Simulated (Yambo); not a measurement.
# KCl (Sylvite) (Fm-3m) in Yambo: notebook

One crystal, KCl (Sylvite), is run at these levels: PBEsol; tasks: optical spectrum.

All numbers are computed with Yambo 5.3.0; they aren't measurements. Logs are shortened: lines on timing, memory, paths and dates and some standing lists are left out, and cuts for length are marked.

**The experiment to reproduce.**

From a printed reference work, monograph, for a bulk crystal of KCl: band gap 8.68 eV.

The results are compared with them further down.

### Step 1. The crystal as given

It takes space group Fm-3m (No. 225, cubic). The conventional cell has a = 6.293 Å, b = 6.293 Å, c = 6.293 Å, α = 90.00°, β = 90.00°, γ = 90.00°. K (site symmetry m-3m) is surrounded by 6 Cl at 3.15 Å. Cl (site symmetry m-3m) has 6 K at 3.15 Å as nearest neighbours.

### Step 2. Optical spectrum, PBEsol

optics3.in reads:

```
optics
chi
Chimod= "IP"
% BndsRnXd
 1 | 28 |
%
% LongDrXd
 1 | 1 | 1 |
%
% QpntsRXd
 1 | 1 |
%
% EnRngeXd
 0 | 30 | eV
%
% DmRngeXd
 0.05 | 0.05 | eV
%
ETStpsXd= 150
```

scf.in reads:

```
&CONTROL
  calculation = 'scf'
  prefix = 'pwscf'
  outdir = './tmp'
  pseudo_dir = './pseudo'
/
&SYSTEM
  ibrav = 0
  nat = 2
  ntyp = 2
  ecutwfc = 74
  nbnd = 14
  occupations = 'smearing'
  smearing = 'fd'
  degauss = 0.00367493
  force_symmorphic = .true.
/
&ELECTRONS
  conv_thr = 4d-10
  electron_maxstep = 120
  mixing_beta = 0.5
/
ATOMIC_SPECIES
K     39.0983 K.upf
Cl    35.4500 Cl.upf
CELL_PARAMETERS bohr
   0.0000000000    5.9459665594    5.9459665594
   5.9459665594    0.0000000000    5.9459665594
   5.9459665594    5.9459665594    0.0000000000
ATOMIC_POSITIONS bohr
K      0.0000000000    0.0000000000    0.0000000000
Cl     5.9459665594    5.9459665594    5.9459665594
K_POINTS automatic
12 12 12 0 0 0
```

nscf.in reads:

```
&CONTROL
  calculation = 'nscf'
  prefix = 'pwscf'
  outdir = './tmp'
  pseudo_dir = './pseudo'
/
&SYSTEM
  ibrav = 0
  nat = 2
  ntyp = 2
  ecutwfc = 74
  nbnd = 28
  occupations = 'fixed'
  force_symmorphic = .true.
/
&ELECTRONS
  conv_thr = 1d-08
  diago_full_acc = .true.
  diago_thr_init = 1d-06
/
ATOMIC_SPECIES
K     39.0983 K.upf
Cl    35.4500 Cl.upf
CELL_PARAMETERS bohr
   0.0000000000    5.9459665594    5.9459665594
   5.9459665594    0.0000000000    5.9459665594
   5.9459665594    5.9459665594    0.0000000000
ATOMIC_POSITIONS bohr
K      0.0000000000    0.0000000000    0.0000000000
Cl     5.9459665594    5.9459665594    5.9459665594
K_POINTS automatic
12 12 12 0 0 0
```

Potentials or basis: PseudoDojo 0.4.1 SR PBEsol standard.

Run with:

```console
$ OMP_NUM_THREADS=1 pw.x -in scf.in > scf.out
$ OMP_NUM_THREADS=1 pw.x -in nscf.in > nscf.out
$ cd tmp/pwscf.save; p2y; mv SAVE ../..; cd ../..
$ OMP_NUM_THREADS=1 yambo
$ OMP_NUM_THREADS=1 yambo -F optics3.in -J optics3 -C optics3_out
```

Yambo's report:

```text
[... sections 02.01 to 02.04 as in the set-up run ...]

  [02.05] Energies & Occupations
  ==============================

  [X] === General ===
  [X] Electronic Temperature                        :  0.000000  0.000000 [eV K]
  [X] Bosonic    Temperature                        :  0.000000  0.000000 [eV K]
  [X] Finite Temperature mode                       : no
  [X] El. density                                   :  0.25681E+24 [cm-3]
  [X] Fermi Level                                   :  0.837578 [eV]

  [X] === Gaps and Widths ===
  [X] Conduction Band Min                           :  5.027394 [eV]
  [X] Valence Band Max                              :  0.000000 [eV]
  [X] Filled Bands                                  :   8
  [X] Empty Bands                                   :   9  28
  [X] Direct Gap                                    :  5.027394 [eV]
  [X] Direct Gap localized at k                     :  1
  [X] Indirect Gap                                  :  5.027394 [eV]
  [X] Indirect Gap between kpts                     :  1  1
  [X] Last valence band width                       :  0.484945 [eV]
  [X] 1st conduction band width                     :  2.878335 [eV]

 [03] Transferred momenta grid and indexing
 ==========================================

 IBZ Q-points                                      :   72
 BZ  Q-points                                      :  1728

 K/Q-points units:
 rlu = crystal or reduced units; cc = cartesian coordinates; iku = interal k-units

 Q [ 1]         [rlu]:  0.000000  0.000000  0.000000
 Q [ 2]         [rlu]:  0.88493E-18  0.88493E-18  0.83333E-01
 Q [ 3]         [rlu]:  0.10250E-17  0.10250E-17  0.16667
 Q [ 4]         [rlu]: -0.35393E-17 -0.35393E-17  0.25000
 Q [ 5]         [rlu]:  0.20501E-17  0.20501E-17  0.33333
 Q [ 6]         [rlu]: -0.40424E-16 -0.12668E-16  0.41667
 Q [ 7]         [rlu]:  0.70786E-17  0.70786E-17 -0.50000
 Q [ 8]         [rlu]: -0.22355E-17  0.83333E-01  0.83333E-01
 Q [ 9]         [rlu]: -0.12993E-16  0.83333E-01  0.16667
 Q [10]         [rlu]:  0.10250E-17  0.83333E-01  0.25000
 Q [11]         [rlu]: -0.35393E-17  0.83333E-01  0.33333
 Q [12]         [rlu]:  0.50293E-17  0.83333E-01  0.41667
 Q [13]         [rlu]:  0.61661E-16  0.83333E-01  0.50000
 Q [14]         [rlu]:  0.10058E-16  0.83333E-01 -0.41667
 Q [15]         [rlu]:  0.96887E-17  0.83333E-01 -0.33333
[... 33 lines left out ...]
 Q [49]         [rlu]:  0.083333  0.250000  0.333333
 Q [50]         [rlu]:  0.083333  0.250000  0.416667

 Remaining 22 points informations can be written running with -fatlog

 [04] Dipoles
 ============

  [04.01] Setup: observables and procedures
  =========================================

  [WF-Oscillators/G space/Transverse up loader] Normalization (few states)  min/max  :  0.11181E-16   1.0000

  [WR./optics3//ndb.dipoles]------------------------------------------------------
   Brillouin Zone Q/K grids (IBZ/BZ)                :    72  1728    72  1728
   RL vectors                                       :   5673 [WF]
   Fragmentation                                    : yes
   Electronic Temperature                           :  0.000000 [K]
   Bosonic    Temperature                           :  0.000000 [K]
   DIP band range                                   :   1  28
   DIP band range limits                            :   8   9
   DIP e/h energy range                             : -1.000000 -1.000000 [eV]
   RL vectors in the sum                            :   5673
   [r,Vnl] included                                 : yes
   Bands ordered                                    : yes
   Direct v evaluation                              : no
   Approach used                                    : G-space v
   Dipoles computed                                 : R V P [G-space]
   Wavefunctions                                    : Perdew, Burke & Ernzerhof SOL(X)+Perdew, Burke & Ernzerhof SOL(C)

  [WARNING] [r,Vnl^pseudo] included in position and velocity dipoles.

  [WARNING] In case H contains other non local terms, these are neglected

 [05] Optics
 ===========

 [X-CG] R(p) Tot o/o(of R):    9646  276480     100
```

Wall time 2.9 min (1 thread of Arm Neoverse V2, shared host); peak memory 0.29 GiB.

Results:

```yaml
Band_gap_on_the_k_mesh_mean-field_level: 5.03 eV, direct
Absorption_peak: 7.85 eV
Electronic_dielectric_constant_along_the_field: 2.61
```

Dielectric function (along the field direction of the input):
| energy (eV) | real part | imaginary part |
| --- | --- | --- |
| 0.40 | 2.61 | 0.01 |
| 1.01 | 2.63 | 0.01 |
| 1.61 | 2.66 | 0.01 |
| 2.42 | 2.72 | 0.01 |
| 3.02 | 2.80 | 0.01 |
| 3.62 | 2.91 | 0.02 |
| 4.43 | 3.16 | 0.02 |
| 5.03 | 3.56 | 0.13 |
| 5.64 | 4.03 | 0.74 |
| 6.44 | 3.90 | 0.75 |
| 7.05 | 4.32 | 1.87 |
| 7.65 | 3.47 | 3.33 |
| 8.46 | 1.48 | 2.64 |
| 9.06 | 1.94 | 1.57 |
| 9.66 | 3.71 | 2.71 |
| 10.47 | 0.57 | 3.27 |
| 11.07 | -0.53 | 2.32 |
| 11.68 | -0.47 | 1.18 |
| 12.48 | 0.74 | 1.07 |
| 13.09 | 0.92 | 0.86 |
| 13.69 | 0.51 | 0.86 |
| 14.50 | 1.10 | 0.42 |
| 15.10 | 2.57 | 1.41 |
| 15.70 | 1.23 | 2.46 |
| 16.51 | 0.52 | 0.73 |
| 17.11 | 0.96 | 0.85 |
| 17.72 | 1.08 | 0.80 |
| 18.52 | 1.02 | 1.22 |
| 19.13 | 0.90 | 0.74 |
| 19.93 | 1.66 | 1.18 |

Energy-loss function:
```json
{"energy (eV)": "0.0", "loss": "0.001"}
{"energy (eV)": "1.2", "loss": "0.001"}
{"energy (eV)": "2.6", "loss": "0.001"}
{"energy (eV)": "3.8", "loss": "0.002"}
{"energy (eV)": "5.2", "loss": "0.039"}
{"energy (eV)": "6.4", "loss": "0.047"}
{"energy (eV)": "7.9", "loss": "0.172"}
{"energy (eV)": "9.1", "loss": "0.253"}
{"energy (eV)": "10.5", "loss": "0.297"}
{"energy (eV)": "11.7", "loss": "0.731"}
{"energy (eV)": "13.1", "loss": "0.541"}
{"energy (eV)": "14.3", "loss": "0.554"}
{"energy (eV)": "15.7", "loss": "0.325"}
{"energy (eV)": "16.9", "loss": "0.764"}
{"energy (eV)": "18.3", "loss": "0.476"}
{"energy (eV)": "19.5", "loss": "0.361"}
{"energy (eV)": "20.9", "loss": "0.380"}
{"energy (eV)": "22.1", "loss": "0.473"}
{"energy (eV)": "23.6", "loss": "1.229"}
{"energy (eV)": "24.8", "loss": "4.399"}
{"energy (eV)": "26.2", "loss": "4.703"}
{"energy (eV)": "27.4", "loss": "0.536"}
{"energy (eV)": "28.8", "loss": "0.332"}
{"energy (eV)": "30.0", "loss": "0.496"}
```

Caveat: independent-particle spectra lack excitons.

### Step 3. Optical spectrum, PBEsol

optics4.in reads:

```
optics
chi
Chimod= "HARTREE"
% BndsRnXd
 1 | 28 |
%
NGsBlkXd= 4 Ry
% LongDrXd
 0 | 0 | 1 |
%
% QpntsRXd
 1 | 1 |
%
% EnRngeXd
 0 | 10 | eV
%
% DmRngeXd
 0.1 | 0.1 | eV
%
ETStpsXd= 150
```

scf.in is that of step 2.

nscf.in is that of step 2.

Potentials or basis: PseudoDojo 0.4.1 SR PBEsol standard.

Run with:

```console
$ OMP_NUM_THREADS=1 pw.x -in scf.in > scf.out
$ OMP_NUM_THREADS=1 pw.x -in nscf.in > nscf.out
$ cd tmp/pwscf.save; p2y; mv SAVE ../..; cd ../..
$ OMP_NUM_THREADS=1 yambo
$ OMP_NUM_THREADS=1 yambo -F optics4.in -J optics4 -C optics4_out
```

Yambo's report:

```text
[... sections 02.01 to 02.04 as in the set-up run ...]

  [02.05] Energies & Occupations
  ==============================

  [X] === General ===
  [X] Electronic Temperature                        :  0.000000  0.000000 [eV K]
  [X] Bosonic    Temperature                        :  0.000000  0.000000 [eV K]
  [X] Finite Temperature mode                       : no
  [X] El. density                                   :  0.25681E+24 [cm-3]
  [X] Fermi Level                                   :  0.837578 [eV]

  [X] === Gaps and Widths ===
  [X] Conduction Band Min                           :  5.027394 [eV]
  [X] Valence Band Max                              :  0.000000 [eV]
  [X] Filled Bands                                  :   8
  [X] Empty Bands                                   :   9  28
  [X] Direct Gap                                    :  5.027394 [eV]
  [X] Direct Gap localized at k                     :  1
  [X] Indirect Gap                                  :  5.027394 [eV]
  [X] Indirect Gap between kpts                     :  1  1
  [X] Last valence band width                       :  0.484945 [eV]
  [X] 1st conduction band width                     :  2.878335 [eV]

 [03] Transferred momenta grid and indexing
[... 62 lines left out ...]
 ============

  [04.01] Setup: observables and procedures
  =========================================

  [WF-Oscillators/G space/Transverse up loader] Normalization (few states)  min/max  :  0.11181E-16   1.0000

  [WR./optics4//ndb.dipoles]------------------------------------------------------
   Brillouin Zone Q/K grids (IBZ/BZ)                :    72  1728    72  1728
   RL vectors                                       :   5673 [WF]
   Fragmentation                                    : yes
   Electronic Temperature                           :  0.000000 [K]
   Bosonic    Temperature                           :  0.000000 [K]
   DIP band range                                   :   1  28
   DIP band range limits                            :   8   9
   DIP e/h energy range                             : -1.000000 -1.000000 [eV]
   RL vectors in the sum                            :   5673
   [r,Vnl] included                                 : yes
   Bands ordered                                    : yes
   Direct v evaluation                              : no
   Approach used                                    : G-space v
   Dipoles computed                                 : R V P [G-space]
   Wavefunctions                                    : Perdew, Burke & Ernzerhof SOL(X)+Perdew, Burke & Ernzerhof SOL(C)

  [WARNING] [r,Vnl^pseudo] included in position and velocity dipoles.

  [WARNING] In case H contains other non local terms, these are neglected

 [05] Optics
 ===========

 [X-CG] R(p) Tot o/o(of R):    9646  276480     100
```

o-optics4.eps_q1_inv_rpa_dyson:

```text
# Absorption @ Q(1):   0.00000000      0.00000000      1.00000000    [q->0 direction]
#
# [ X ] Hartree size                              :   65
# [GEN] GF Energies                               : Perdew, Burke & Ernzerhof SOL(X)+Perdew, Burke & Ernzerhof SOL(C)
# [GEN] Green`s Function                          : T-ordered
#
# [GEN] Gauge                                     : Length
# [GEN] [r,Vnl] included                          : yes
#
#    E[1] [eV]          Im(eps)            Re(eps)            Im(eps_o)          Re(eps_o)
#
        0.000000           0.010554           2.197076           0.015968           2.608021
        0.067114           0.010556           2.197134           0.015971           2.608102
        0.134228           0.010562           2.197306           0.015980           2.608344
        0.201342           0.010573           2.197594           0.015995           2.608748
        0.268456           0.010588           2.197997           0.016016           2.609313
        0.335570           0.010607           2.198516           0.016043           2.610042
[... 142 lines left out ...]
        9.932886           1.404248           2.375139           3.829853           2.773207
        10.00000           1.499316           2.338993           3.888715           2.402151
#
```

Wall time 3.1 min (1 thread of Arm Neoverse V2, shared host); peak memory 0.77 GiB.

Results:

```yaml
Band_gap_on_the_k_mesh_mean-field_level: 5.03 eV, direct
Absorption_peak: 7.92 eV
Electronic_dielectric_constant_along_the_field: 2.20
Electronic_dielectric_constant_along_the_field_independent_particles: 2.61
```

Dielectric function (along the field direction of the input):
```csv
energy (eV),real part,imaginary part
0.27,2.20,0.01
0.74,2.20,0.01
1.28,2.22,0.01
1.74,2.24,0.01
2.28,2.27,0.01
2.82,2.31,0.02
3.29,2.37,0.02
3.83,2.45,0.02
4.36,2.58,0.03
4.83,2.77,0.07
5.37,2.91,0.33
5.84,2.91,0.49
6.38,2.96,0.84
6.91,3.08,1.28
7.38,3.13,2.00
7.92,2.21,2.90
8.46,1.31,1.87
8.93,1.11,1.22
9.46,1.77,0.81
10.00,2.34,1.50
```

Caveat: these spectra lack excitons.

### Step 4. Optical spectrum, PBEsol

optics5.in reads:

```
optics
chi
tddft
Chimod= "LRC"
% BndsRnXd
 1 | 28 |
%
NGsBlkXd= 3 Ry
% LongDrXd
 0 | 0 | 1 |
%
% QpntsRXd
 1 | 1 |
%
% EnRngeXd
 0 | 30 | eV
%
% DmRngeXd
 0.2 | 0.2 | eV
%
ETStpsXd= 150
LRC_alpha= -0.5
```

scf.in is that of step 3.

nscf.in is that of step 3.

Potentials or basis: PseudoDojo 0.4.1 SR PBEsol standard.

Run with:

```console
$ OMP_NUM_THREADS=1 pw.x -in scf.in > scf.out
$ OMP_NUM_THREADS=1 pw.x -in nscf.in > nscf.out
$ cd tmp/pwscf.save; p2y; mv SAVE ../..; cd ../..
$ OMP_NUM_THREADS=1 yambo
$ OMP_NUM_THREADS=1 yambo -F optics5.in -J optics5 -C optics5_out
```

Yambo's report:

```text
[... sections 02.01 to 02.04 as in the set-up run ...]

  [02.05] Energies & Occupations
  ==============================

  [X] === General ===
  [X] Electronic Temperature                        :  0.000000  0.000000 [eV K]
  [X] Bosonic    Temperature                        :  0.000000  0.000000 [eV K]
  [X] Finite Temperature mode                       : no
  [X] El. density                                   :  0.25681E+24 [cm-3]
  [X] Fermi Level                                   :  0.837578 [eV]

  [X] === Gaps and Widths ===
  [X] Conduction Band Min                           :  5.027394 [eV]
  [X] Valence Band Max                              :  0.000000 [eV]
  [X] Filled Bands                                  :   8
  [X] Empty Bands                                   :   9  28
  [X] Direct Gap                                    :  5.027394 [eV]
  [X] Direct Gap localized at k                     :  1
  [X] Indirect Gap                                  :  5.027394 [eV]
  [X] Indirect Gap between kpts                     :  1  1
  [X] Last valence band width                       :  0.484945 [eV]
  [X] 1st conduction band width                     :  2.878335 [eV]

 [03] Transferred momenta grid and indexing
 ==========================================

 IBZ Q-points                                      :   72
 BZ  Q-points                                      :  1728

 K/Q-points units:
 rlu = crystal or reduced units; cc = cartesian coordinates; iku = interal k-units

 Q [ 1]         [rlu]:  0.000000  0.000000  0.000000
 Q [ 2]         [rlu]:  0.88493E-18  0.88493E-18  0.83333E-01
 Q [ 3]         [rlu]:  0.10250E-17  0.10250E-17  0.16667
 Q [ 4]         [rlu]: -0.35393E-17 -0.35393E-17  0.25000
 Q [ 5]         [rlu]:  0.20501E-17  0.20501E-17  0.33333
 Q [ 6]         [rlu]: -0.40424E-16 -0.12668E-16  0.41667
 Q [ 7]         [rlu]:  0.70786E-17  0.70786E-17 -0.50000
 Q [ 8]         [rlu]: -0.22355E-17  0.83333E-01  0.83333E-01
 Q [ 9]         [rlu]: -0.12993E-16  0.83333E-01  0.16667
 Q [10]         [rlu]:  0.10250E-17  0.83333E-01  0.25000
 Q [11]         [rlu]: -0.35393E-17  0.83333E-01  0.33333
 Q [12]         [rlu]:  0.50293E-17  0.83333E-01  0.41667
 Q [13]         [rlu]:  0.61661E-16  0.83333E-01  0.50000
 Q [14]         [rlu]:  0.10058E-16  0.83333E-01 -0.41667
 Q [15]         [rlu]:  0.96887E-17  0.83333E-01 -0.33333
[... 33 lines left out ...]
 Q [49]         [rlu]:  0.083333  0.250000  0.333333
 Q [50]         [rlu]:  0.083333  0.250000  0.416667

 Remaining 22 points informations can be written running with -fatlog

 [04] Dipoles
 ============

  [04.01] Setup: observables and procedures
  =========================================

  [WF-Oscillators/G space/Transverse up loader] Normalization (few states)  min/max  :  0.11181E-16   1.0000

  [WR./optics5//ndb.dipoles]------------------------------------------------------
   Brillouin Zone Q/K grids (IBZ/BZ)                :    72  1728    72  1728
   RL vectors                                       :   5673 [WF]
   Fragmentation                                    : yes
   Electronic Temperature                           :  0.000000 [K]
   Bosonic    Temperature                           :  0.000000 [K]
   DIP band range                                   :   1  28
   DIP band range limits                            :   8   9
   DIP e/h energy range                             : -1.000000 -1.000000 [eV]
   RL vectors in the sum                            :   5673
   [r,Vnl] included                                 : yes
   Bands ordered                                    : yes
   Direct v evaluation                              : no
   Approach used                                    : G-space v
   Dipoles computed                                 : R V P [G-space]
   Wavefunctions                                    : Perdew, Burke & Ernzerhof SOL(X)+Perdew, Burke & Ernzerhof SOL(C)

  [WARNING] [r,Vnl^pseudo] included in position and velocity dipoles.

  [WARNING] In case H contains other non local terms, these are neglected

 [05] Optics
 ===========

 [X-CG] R(p) Tot o/o(of R):    9646  276480     100
```

It took 3.1 min on 1 thread of Arm Neoverse V2, shared host; peak memory 0.77 GiB.

What came out:

| Quantity | Value |
| --- | --- |
| Band gap on the k mesh, mean-field level | 5.03 eV, direct |
| Absorption peak | 7.85 eV |
| Electronic dielectric constant along the field | 2.26 |
| Electronic dielectric constant along the field, independent particles | 2.61 |
| Peak of the energy-loss function | 27.0 eV |

Dielectric function (along the field direction of the input):
| energy (eV) | real part | imaginary part |
| --- | --- | --- |
| 0.40 | 2.26 | 0.02 |
| 0.81 | 2.27 | 0.02 |
| 1.21 | 2.28 | 0.02 |
| 1.81 | 2.31 | 0.03 |
| 2.21 | 2.34 | 0.03 |
| 2.82 | 2.39 | 0.03 |
| 3.22 | 2.44 | 0.04 |
| 3.83 | 2.54 | 0.05 |
| 4.23 | 2.64 | 0.07 |
| 4.83 | 2.88 | 0.14 |
| 5.23 | 3.05 | 0.39 |
| 5.84 | 3.06 | 0.66 |
| 6.24 | 3.13 | 0.89 |
| 6.85 | 3.20 | 1.47 |
| 7.25 | 3.14 | 1.87 |
| 7.85 | 2.19 | 2.65 |
| 8.26 | 1.37 | 2.04 |
| 8.86 | 1.27 | 1.37 |
| 9.26 | 1.62 | 1.03 |
| 9.87 | 2.24 | 1.47 |
| 10.27 | 2.00 | 2.13 |
| 10.87 | 1.10 | 2.30 |
| 11.28 | 0.53 | 2.08 |
| 11.88 | 0.20 | 1.19 |
| 12.28 | 0.46 | 0.90 |
| 12.89 | 0.67 | 0.74 |
| 13.29 | 0.79 | 0.74 |
| 13.89 | 0.68 | 0.59 |
| 14.30 | 0.76 | 0.44 |
| 14.90 | 1.08 | 0.24 |
| 15.30 | 1.29 | 0.33 |
| 15.91 | 1.51 | 0.56 |
| 16.31 | 1.47 | 0.75 |
| 16.91 | 1.46 | 0.98 |
| 17.32 | 1.22 | 1.24 |
| 17.92 | 0.80 | 0.89 |
| 18.32 | 0.90 | 0.70 |
| 18.93 | 1.02 | 0.75 |
| 19.33 | 1.04 | 0.69 |
| 19.93 | 1.10 | 0.94 |

Energy-loss function:
```csv
energy (eV),loss
0.0,0.005
1.2,0.005
2.6,0.006
3.8,0.008
5.2,0.041
6.4,0.087
7.9,0.224
9.1,0.348
10.5,0.285
11.7,0.628
13.1,0.684
14.3,0.575
15.7,0.193
16.9,0.316
18.3,0.537
19.5,0.402
20.9,0.551
22.1,0.573
23.6,0.598
24.8,0.614
26.2,0.404
27.4,1.539
28.8,0.531
30.0,0.323
```

Caveat: the long-range kernel's strength is typed, not fitted to the crystal's screening; independent-particle spectra lack excitons. A k mesh can miss the band edges.

(Continued in part 2 of 2.)
